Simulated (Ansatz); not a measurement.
## Ca: tetragonal deformation path

All numbers below come from DFT PBE, scalar-relativistic, plane waves, PAW in Ansatz 0.2.0. Cutoff 420 eV, Γ-centred 16×16×16 k-points, Gaussian smearing of 0.15 eV. No spin polarisation. Energies are free energies at this smearing, counted from the undisturbed cell; pressure is positive in compression.

The undisturbed cell (as given, not relaxed at this level; it stands at -1.0 GPa; this bcc form isn't the usual structure):

```
Ca
1.0
    -2.24000    2.24000    2.24000
     2.24000   -2.24000    2.24000
     2.24000    2.24000   -2.24000
Ca
1
Direct
  0.00000 0.00000 0.00000
```

At fixed volume and fractional coordinates, lengths along (0.000, 0.000, 1.000) are scaled against those across it; ρ is that ratio over its starting value. The cell is metallic on the mesh throughout. At ρ = 1.414 the cell becomes cubic (Fm-3m), and there the slope of the energy vanishes by symmetry.

```tsv
ρ	ΔE (meV/atom)	pressure (GPa)
0.650	256.0	0.2
0.707	?	?
0.780	?	?
0.850	?	?
0.920	0.7	-1.0
0.960	0.0	-1.0
1.000	0.0	-1.0
1.050	-0.4	-1.0
1.100	-1.9	-1.0
1.200	-6.5	-1.0
1.300	?	?
1.414	-14.8	-1.0
1.500	-12.1	-1.0
```

Give the withheld values.

ΔE (meV/atom) at ρ = 0.707: 128.7; pressure (GPa) at ρ = 0.707: -0.4; ΔE (meV/atom) at ρ = 0.780: 42.7; pressure (GPa) at ρ = 0.780: -0.8; ΔE (meV/atom) at ρ = 0.850: 9.6; pressure (GPa) at ρ = 0.850: -1.0; ΔE (meV/atom) at ρ = 1.300: -11.7; pressure (GPa) at ρ = 1.300: -1.0.